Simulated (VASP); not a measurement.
# I (P-1) in VASP: notebook

Aim: see how the results for I move with the level of theory and the settings. Levels: PBE, RPBE. Tasks: relaxation of cell and atoms.

Program: VASP 6.6.1. These are calculated values, not measurements. Logs are shortened: lines on timing, memory, paths and dates and some standing lists are left out, and cuts for length are marked.

## (1) The cell of the first run

The typed cell holds 1 atom: a = 3.789 Å, b = 3.487 Å, c = 3.914 Å, α = 113.38°, β = 114.10°, γ = 107.56°.

## (2) Relaxation of cell and atoms, PBE (cell sheared at random, sigma 0.06, atoms nudged by 0.01 Å)

Contents of INCAR:

```
PREC = Accurate ; ENCUT = 600
EDIFF = 1E-6 ; ISMEAR = 0
SIGMA = 0.05 ; LREAL = F
LASPH = T ; NELM = 100
ALGO = Normal ; ISIF = 3
LWAVE = F ; LCHARG = F
GGA = PE ; IBRION = 2
NSW = 60 ; EDIFFG = -0.005
```

Contents of KPOINTS:

```
regular mesh
0
Gamma
  9 10 9
```

Contents of POSCAR:

```
I
1.0
   -2.2399120100      2.0406045100      2.2754012200
    1.8440154800     -2.1717393000      2.0106394700
    2.2168823400      2.1487096300     -2.4065360000
I
1
Direct
    0.0000000000      0.0000000000      0.0000000000
```

Potentials or basis: VASP PAW PBE potentials, release 64 (I).

Run with:

```sh
cat potpaw_PBE.64/I/POTCAR > POTCAR
mpirun -np 1 vasp_std > vasp.out
```

OUTCAR:

```text
PREC = Accurate
   ENCUT = 600
   EDIFF = 1E-6
   ISMEAR = 0
   LREAL = F
   LASPH = T
   NELM = 100
   ISIF = 3
   GGA = PE
   IBRION = 2
   NSW = 60
   EDIFFG = -0.005

 ion  position               nearest neighbor table
   1  0.000  0.000  0.000-

  LATTYP: Found a triclinic cell.
 ALAT       =     3.3044115111
 B/A-ratio  =     1.6181062956
 C/A-ratio  =     1.1467368978
 COS(alpha) =     0.0161774355
 COS(beta)  =     0.3445988500
 COS(gamma) =     0.7739513329

  Lattice vectors:

 A1 = (  -1.8209858100,  -2.0175748400,  -1.8795046900)
 A2 = (  -3.6650012900,   0.1541644600,  -3.8901441600)
 A3 = (   2.2399120100,  -2.0406045100,  -2.2754012200)

Analysis of symmetry for initial positions (statically):
=====================================================================
 Subroutine PRICEL returns:
 Original cell was already a primitive cell.

 Routine SETGRP: Setting up the symmetry group for a
 triclinic supercell.

 Subroutine GETGRP returns: Found  2 space group operations
 (whereof  2 operations were pure point group operations)
 out of a pool of  2 trial point group operations.

The static configuration has the point symmetry S_2 .

Analysis of symmetry for dynamics (positions and initial velocities):
=====================================================================
 Subroutine PRICEL returns:
 Original cell was already a primitive cell.

 Routine SETGRP: Setting up the symmetry group for a
 triclinic supercell.

 Subroutine GETGRP returns: Found  2 space group operations
 (whereof  2 operations were pure point group operations)
 out of a pool of  2 trial point group operations.

The dynamic configuration has the point symmetry S_2 .

 Subroutine INISYM returns: Found  2 space group operations
 (whereof  2 operations are pure point group operations),
 and found     1 'primitive' translations

----------------------------------------------------------------------------------------

                                     Primitive cell

  volume of cell :      36.0923

  direct lattice vectors                    reciprocal lattice vectors
    -2.239912010  2.040604510  2.275401220     0.025104745  0.246452475  0.243174867
     1.844015480 -2.171739300  2.010639470     0.271524957  0.009590188  0.258689424
     2.216882340  2.148709630 -2.406536000     0.250593452  0.241035527  0.030521694

  length of vectors
     3.789290605  3.487049721  3.914452184     0.347135545  0.375150625  0.349036928

  position of ions in fractional coordinates (direct lattice)
     0.000000000  0.000000000  0.000000000

  ion indices of the primitive-cell ions
   primitive index   ion index
                 1           1

----------------------------------------------------------------------------------------

 KPOINTS: regular mesh

Automatic generation of k-mesh.
 Grid dimensions read from file:
 generate k-points for:    9   10    9

 Generating k-lattice:

  Cartesian coordinates                     Fractional coordinates (reciprocal lattice)
     0.002789416  0.027383608  0.027019430     0.111111111 -0.000000000  0.000000000
     0.027152496  0.000959019  0.025868942    -0.000000000  0.100000000  0.000000000
     0.027843717  0.026781725  0.003391299    -0.000000000  0.000000000  0.111111111

  Length of vectors
     0.038570616  0.037515063  0.038781881

  Shift w.r.t. Gamma in fractional coordinates (k-lattice)
     0.000000000  0.000000000  0.000000000

 Subroutine IBZKPT returns following result:
 ===========================================

 Found    406 irreducible k-points:

 Following reciprocal coordinates:
            Coordinates               Weight
  0.000000  0.000000  0.000000      1.000000
  0.111111  0.000000  0.000000      2.000000
  0.222222  0.000000  0.000000      2.000000
  0.333333  0.000000 -0.000000      2.000000
  0.444444  0.000000  0.000000      2.000000
 -0.000000  0.100000 -0.000000      2.000000
[... 16 lines left out ...]
 -0.111111  0.200000 -0.000000      2.000000
 -0.000000  0.300000 -0.000000      2.000000
 [... further k-points ...]
   k-points           NKPTS =    406   k-points in BZ     NKDIM =    406   number of bands    NBANDS=      7
   number of dos      NEDOS =    301   number of ions     NIONS =      1
   total plane-waves  NPLWV =  26880
   dimension x,y,z NGX =    30 NGY =   28 NGZ =   32
   dimension x,y,z NGXF=    60 NGYF=   56 NGZF=   64
   ions per type =               1
   NGX,Y,Z   is equivalent  to a cutoff of  13.16, 13.35, 13.59 a.u.
   NGXF,Y,Z  is equivalent  to a cutoff of  26.32, 26.70, 27.18 a.u.
 SYSTEM =  unknown system
   PREC   = accura    normal or accurate (medium, high low for compatibility)
   ISTART =      0    job   : 0-new  1-cont  2-samecut
   ICHARG =      2    charge: 1-file 2-atom 10-const
   ISPIN  =      1    spin polarized calculation?
   LNONCOLLINEAR =      F non collinear calculations
   LSORBIT =      F    spin-orbit coupling
   LASPH  =      T    aspherical Exc in radial PAW
   ENCUT  =  600.0 eV  44.10 Ry    6.64 a.u.   7.57  6.96  7.82*2*pi/ulx,y,z
   NELM   =    100;   NELMIN=  2; NELMDL= -5     # of ELM steps
   EDIFF  = 0.1E-05   stopping-criterion for ELM
   LREAL  =      F    real-space projection
   EDIFFG = -.5E-02   stopping-criterion for IOM
   NSW    =     60    number of steps for IOM
   IBRION =      2    ionic relax: 0-MD 1-quasi-New 2-CG
   NFREE  =      1    steps in history (QN), initial steepest desc. (CG)
   ISIF   =      3    stress and relaxation
   ISYM   =      2    0-nonsym 1-usesym 2-fastsym
   POTIM  = 0.5000    time-step for ionic-motion
   TEBEG  =    0.0;   TEEND  =   0.0 temperature during run
   PSTRESS=    0.0 pullay stress
   NELECT =       7.0000    total number of electrons
   NUPDOWN=      -1.0000    fix difference up-down
   EMIN   =  10.00;   EMAX   =-10.00  energy-range for DOS
   EFERMI =   0.00;   METHOD = LEGACY
   ISMEAR =     0;   SIGMA  =   0.05  broadening in eV -4-tet -1-fermi 0-gaus
   EFERMI_NEDOS =   21; number of points for ismear=-14 and -15
   IALGO  =     38    algorithm
   IMIX   =      4    mixing-type and parameters
     AMIX     =   0.40;   BMIX     =  1.00
     AMIX_MAG =   1.60;   BMIX_MAG =  1.00
  volume/ion in A,a.u.               =      36.09       243.56
  Fermi-wavevector in a.u.,A,eV,Ry     =   0.947624  1.790749 12.217905  0.897991
  Thomas-Fermi vector in A             =   2.075735
   LORBIT       =      0    0 simple, 1 ext, 2 COOP (PROOUT), +10 PAW based schemes
   GGA     = PE    functional components
   LHFCALC =     F    Hartree Fock is set to
   AEXX    =    0.0000 exact exchange contribution
   IVDW    =     0    specifies the selected vdW correction
   LEPSILON=     F    determine dielectric tensor
   LRPA    =     F    only Hartree local field effects (RPA)
 conjugate gradient relaxation of ions
 non-spin polarized calculation
 Gauss-broadening in eV      SIGMA  =   0.05
  energy-cutoff  :      600.00
  volume of cell :       36.09
 maximum number of plane-waves:      1220
   NGX = 15   NGY = 13   NGZ = 15

--------------------------------------- Ionic step        1  -------------------------------------------

 number of electron       7.0000000 magnetization

 Free energy of the ion-electron system (eV)
  ---------------------------------------------------
  ext. energy  EPLUGINS =         0.00000000
  ---------------------------------------------------
  free energy    TOTEN  =        -1.20136063 eV

  energy without entropy =       -1.19967434  energy(sigma->0) =       -1.20051748

------------------------ aborting loop because EDIFF is reached ----------------------------------------

  FORCE on cell =-STRESS in cart. coord.  units (eV):
  Direction    XX          YY          ZZ          XY          YZ          ZX
  --------------------------------------------------------------------------------------
  -------------------------------------------------------------------------------------
  Total        0.1751863     -0.1193612     -0.0898144     -0.0680516      0.0405379     -0.8978110
  in kB        7.7767110     -5.2985727     -3.9869576     -3.0208857      1.7995223    -39.8548097
  external PRESSURE =      -0.5029398 kB  Pullay stress =       0.0000000 kB
[... 55 lines left out ...]
  energy  without entropy=       -1.2777488980  energy(sigma->0) =       -1.27838641

--------------------------------------- Ionic step        3  -------------------------------------------

 number of electron       7.0000000 magnetization

 E-fermi :   5.5580     XC(G=0):  -8.9012

 val. band max:        5.5535410798   @ k =   0.1111  -0.2000   0.2222
 cond. band min:       5.5601150052   @ k =  -0.3333   0.1000   0.1111
 fundamental gap:      0.0065739254
 Fermi energy:         5.5580445432

 k-point     1 :       0.0000    0.0000    0.0000
  band No.  band energies     occupation
      1      -9.7021      2.00000
      2       2.6796      2.00000
      3       6.0509      0.00000
      4       7.7005      0.00000
      5       9.2472      0.00000
      6      12.5079      0.00000
      7      14.5892      0.00000
[... 221 lines left out ...]
 k-point    24 :      -0.0000    0.3000   -0.0000
  band No.  band energies     occupation
      1      -7.5601      2.00000
      2       2.3289      2.00000
      3       2.4714      2.00000
      4       4.1468      2.00000
      5      10.9942      0.00000
      6      12.5006      0.00000
      7      12.8273      0.00000

 [... further k-points ...]

------------------------ aborting loop because EDIFF is reached ----------------------------------------

  FORCE on cell =-STRESS in cart. coord.  units (eV):
  Direction    XX          YY          ZZ          XY          YZ          ZX
  --------------------------------------------------------------------------------------
  -------------------------------------------------------------------------------------
  Total        1.5676420      2.5881495      1.6099233      0.3217543      0.3224600      1.3368388
  in kB       72.2655121    119.3090980     74.2146060     14.8323040     14.8648331     61.6258957
  external PRESSURE =      88.5964054 kB  Pullay stress =       0.0000000 kB
[... 16 lines left out ...]
  FREE ENERGIE OF THE ION-ELECTRON SYSTEM (eV)
  ---------------------------------------------------
  free  energy   TOTEN  =        -1.1933716385 eV

  energy  without entropy=       -1.1924124740  energy(sigma->0) =       -1.19289206

[... ionic steps 4 to 46 ...]

--------------------------------------- Ionic step       47  -------------------------------------------

 number of electron       6.9999999 magnetization

------------------------ aborting loop because EDIFF is reached ----------------------------------------

  FORCE on cell =-STRESS in cart. coord.  units (eV):
  Direction    XX          YY          ZZ          XY          YZ          ZX
  --------------------------------------------------------------------------------------
  -------------------------------------------------------------------------------------
  Total        0.0003219      0.0063348      0.0034082     -0.0050566     -0.0080708     -0.0004352
  in kB        0.0107158      0.2109021      0.1134660     -0.1683461     -0.2686963     -0.0144904
  external PRESSURE =       0.1116946 kB  Pullay stress =       0.0000000 kB
[... 55 lines left out ...]
  energy  without entropy=       -1.4444515392  energy(sigma->0) =       -1.44476308

--------------------------------------- Ionic step       49  -------------------------------------------

 number of electron       6.9999999 magnetization

 Free energy of the ion-electron system (eV)
  ---------------------------------------------------
  ext. energy  EPLUGINS =         0.00000000
  ---------------------------------------------------
  free energy    TOTEN  =        -1.44507587 eV

  energy without entropy =       -1.44445276  energy(sigma->0) =       -1.44476431

 E-fermi :   1.7915     XC(G=0):  -7.3763

 val. band max:        1.7908024495   @ k =   0.3333   0.5000  -0.0000
 cond. band min:       1.7941623205   @ k =   0.2222   0.5000   0.4444
 fundamental gap:      0.0033598710
 Fermi energy:         1.7914603863

 k-point     1 :       0.0000    0.0000    0.0000
  band No.  band energies     occupation
      1     -11.6746      2.00000
      2      -0.5019      2.00000
      3       2.0770      0.00000
      4       3.7070      0.00000
      5       6.0680      0.00000
      6       8.9976      0.00000
      7      10.4258      0.00000
[... 221 lines left out ...]
 k-point    24 :      -0.0000    0.3000   -0.0000
  band No.  band energies     occupation
      1     -10.1856      2.00000
      2      -0.7113      2.00000
      3      -0.3472      2.00000
      4       0.7567      2.00000
      5       8.0339      0.00000
      6       9.2657      0.00000
      7      10.0812      0.00000

 [... further k-points ...]

------------------------ aborting loop because EDIFF is reached ----------------------------------------

  FORCE on cell =-STRESS in cart. coord.  units (eV):
  Direction    XX          YY          ZZ          XY          YZ          ZX
  --------------------------------------------------------------------------------------
  -------------------------------------------------------------------------------------
  Total       -0.0038742     -0.0016239     -0.0005193      0.0027634     -0.0004879     -0.0044211
  in kB       -0.1289550     -0.0540517     -0.0172862      0.0919828     -0.0162392     -0.1471584
  external PRESSURE =      -0.0667643 kB  Pullay stress =       0.0000000 kB
[... 16 lines left out ...]
  FREE ENERGIE OF THE ION-ELECTRON SYSTEM (eV)
  ---------------------------------------------------
  free  energy   TOTEN  =        -1.4450758666 eV

  energy  without entropy=       -1.4444527559  energy(sigma->0) =       -1.44476431

 reached required accuracy - stopping structural energy minimisation
```

Wall time 20 min (1 thread of Intel Xeon 6975P-C (Granite Rapids), shared host); peak memory 0.28 GiB.

Results:

| Property | Result |
| --- | --- |
| Free energy | -1.4451 eV |
| Relaxed volume | 48.13 Å³/atom |
| Relaxed cell | a = 5.108 Å, b = 3.111 Å, c = 5.063 Å, α = 105.33°, β = 128.58°, γ = 107.09° |
| Space group after relaxing (to 0.05 Å) | P-1 (No. 2) |
| Energy gained by relaxing | 243.7 meV/atom |
| Ionic steps | 49 |
| Pressure after relaxing | 0.0 GPa |
| Band gap on the k mesh | none (metal or under the smearing width) |

Step by step:
```tsv
step	energy change (eV)	largest force (eV/Å)	pressure (GPa)	volume (Å³)
1	0.0000	0.0000	-0.05	36.09
3	0.0080	0.0000	8.86	34.76
5	-0.1185	0.0000	2.94	35.60
7	-0.1779	0.0000	0.23	41.77
9	-0.1817	0.0000	-0.65	44.99
11	-0.1818	0.0000	-0.42	44.44
13	-0.2074	0.0000	1.94	45.43
15	-0.2083	0.0000	1.65	45.37
17	-0.2100	0.0000	1.83	45.55
19	-0.2103	0.0000	1.94	45.66
21	-0.2146	0.0000	1.78	45.84
23	-0.2295	0.0000	1.08	46.62
25	-0.2352	0.0000	-0.85	49.81
27	-0.2415	0.0000	-0.12	48.38
29	-0.2417	0.0000	-0.06	48.29
31	-0.2417	0.0000	0.22	48.02
33	-0.2422	0.0000	0.05	48.18
35	-0.2431	0.0000	-0.10	48.39
37	-0.2432	0.0000	-0.15	48.46
39	-0.2436	0.0000	-0.07	48.27
41	-0.2437	0.0000	-0.04	48.16
43	-0.2437	0.0000	-0.02	48.16
45	-0.2437	0.0000	-0.01	48.13
47	-0.2437	0.0000	0.01	48.12
49	-0.2437	0.0000	-0.01	48.13
```

Final structure:
```
I
1.0
    -3.21064    2.23714    3.28361
     1.61575   -2.12110    1.60236
     3.35519    2.16971   -3.10919
I
1
Cartesian
  0.0000 0.0000 0.0000
```

Caveat: the volume moved by over 15 % at a fixed basis, so the end points are rough; an odd number of electrons without spin polarisation forces a metal; a magnetic or distorted state may lie lower.

## (3) Relaxation of cell and atoms, RPBE (cell sheared at random, sigma 0.06, atoms nudged by 0.01 Å)

Contents of INCAR:

```
PREC = Accurate
ENCUT = 600
EDIFF = 1E-7
ISMEAR = 0
SIGMA = 0.05
LREAL = False
LASPH = True
NELM = 60
ALGO = Normal
ISIF = 3
LWAVE = False
LCHARG = False
GGA = RP
IBRION = 2
NSW = 40
EDIFFG = -0.01
```

Contents of KPOINTS:

```
Automatic mesh
0
Gamma
  9 10 9
```

POSCAR is that of step 2.

Potentials or basis: VASP PAW PBE potentials, release 64 (I).

Run with:

```sh
cat potpaw_PBE.64/I/POTCAR > POTCAR
mpirun -np 1 vasp_std > vasp.out
```

It took 18 min on 1 thread of Intel Xeon 6975P-C (Granite Rapids), shared host; peak memory 0.28 GiB.

Results (log left out):

```
Free energy                            : -1.2540 eV
Relaxed volume                         : 69.22 Å³/atom
Relaxed cell                           : a = 5.927 Å, b = 4.422 Å, c = 5.870 Å, α = 110.60°, β = 126.74°, γ = 112.94°
Space group after relaxing (to 0.05 Å) : P-1 (No. 2)
Energy gained by relaxing              : 395.7 meV/atom
Ionic steps                            : 29
Pressure after relaxing                : 0.0 GPa
Band gap on the k mesh                 : none (metal or under the smearing width)
```

Step by step:
```csv
step,energy change (eV),largest force (eV/Å),pressure (GPa),volume (Å³)
1,0.0000,0.0000,1.50,36.09
2,-0.0967,0.0000,0.92,37.81
3,-0.2369,0.0000,1.60,42.38
4,-0.2453,0.0000,2.16,43.68
5,-0.3039,0.0000,-0.89,52.83
6,-0.3039,0.0000,-0.92,52.94
7,-0.3348,0.0000,-1.09,56.30
8,-0.3600,0.0000,-1.04,60.51
9,-0.3853,0.0000,-0.44,69.02
10,-0.3275,0.0000,1.36,86.06
11,-0.3890,0.0000,-0.12,72.30
12,-0.3890,0.0000,-0.16,71.90
13,-0.3909,0.0000,0.03,70.54
14,-0.3912,0.0000,0.14,69.78
15,-0.3928,0.0000,0.10,69.22
16,-0.3945,0.0000,-0.02,67.47
17,-0.3946,0.0000,-0.01,67.66
18,-0.3948,0.0000,0.09,67.35
19,-0.3948,0.0000,0.10,67.33
20,-0.3952,0.0000,0.06,67.54
21,-0.3953,0.0000,-0.01,67.89
22,-0.3953,0.0000,0.00,67.81
23,-0.3955,0.0000,0.06,67.98
24,-0.3955,0.0000,0.06,67.98
25,-0.3956,0.0000,0.01,68.46
26,-0.3956,0.0000,-0.01,68.71
27,-0.3957,0.0000,0.02,68.92
28,-0.3957,0.0000,0.02,68.90
29,-0.3957,0.0000,0.00,69.22
```

Final structure:
```xyz
1
Lattice="-4.1621 2.6345 3.2970 2.2281 -3.1185 2.2056 3.4454 2.5572 -4.0061" Properties=species:S:1:pos:R:3 pbc="T T T"
I     1.5115    2.0731    1.4966
```

Levels at points of the mesh, in eV from the Fermi level:
```
           k point  band 2  band 3  band 4  band 5  band 6  band 7
(0.00, 0.00, 0.00)   -1.91   -1.43    3.63    4.51    6.85    9.12
(0.00, 0.50, 0.00)   -4.66   -0.53    0.03    6.00    7.15    9.85
```

Caveat: the volume moved by over 15 % at a fixed basis, so the end points are rough; the PAW data sets were made with another functional, which shifts forces and pressure a little; an odd number of electrons without spin polarisation forces a metal; a magnetic or distorted state may lie lower.
